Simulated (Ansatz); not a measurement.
Wanted: the native input for an Ansatz 0.2.0 run.

| Item | Value |
| --- | --- |
| Task | single point |
| Functional | PBE |
| Potentials or basis | Ansatz PAW |
| Cutoff | 420 eV (not typed: the program's choice for these potentials) |
| k mesh | 4 × 4 × 4 |
| Occupations | fermi-dirac, width 0.05 eV |
| Spin | no spin polarisation |

Crystal: TaN.

```
Ta N
1.0
     0.00000    2.49114    2.49114
     2.49114    0.00000    2.49114
     2.49114    2.49114    0.00000
Ta N
1 1
Direct
  0.00000 0.00000 0.00000
  0.25000 0.25000 0.25000
```

The cell comes from a database or a generator and needn't be the stable form of this composition.

These files were run (other wordings do the same):

input.yaml

```yaml
crystal:
  lattice:
    - [0.0, 2.49114377, 2.49114377]
    - [2.49114377, 0.0, 2.49114377]
    - [2.49114377, 2.49114377, 0.0]
  atoms:
    - { symbol: Ta, position: [0.0, 0.0, 0.0] }
    - { symbol: "N", position: [0.25, 0.25, 0.25] }
hamiltonian:
  xc: pbe
  pseudopotentials: { kind: paw }
kpoints:
  mp_grid: { grid: [4, 4, 4] }
scf:
  occupations: { method: fermi_dirac, width: 0.05 }
output:
  forces: true
  stress: true
  eigenvalues: true
```

Potentials or basis: Ansatz PAW.

Launch:

```console
$ ansatz run input.yaml --threads 2 --pin off --max-ram 5632MiB --backend cpu --events-out ev --progress --plain --runs-dir out
```

Results of the run:

- Pressure: -25.0 GPa
- Band gap on the k mesh: none (metal or under the smearing width)

Caveat: the k mesh is coarse (spacing up to 0.55 Å⁻¹), so the values aren't converged; so large a pressure means that the cell lies far from this level's equilibrium, or that cutoff or potentials fall short; the pressure holds a Pulay correction of +0.3 GPa for the finite cutoff.

Run time: 0.52 s on 2 threads of Intel(R) Xeon(R) Processor @ 2.70GHz (shared host), peak memory 0.3 GiB.
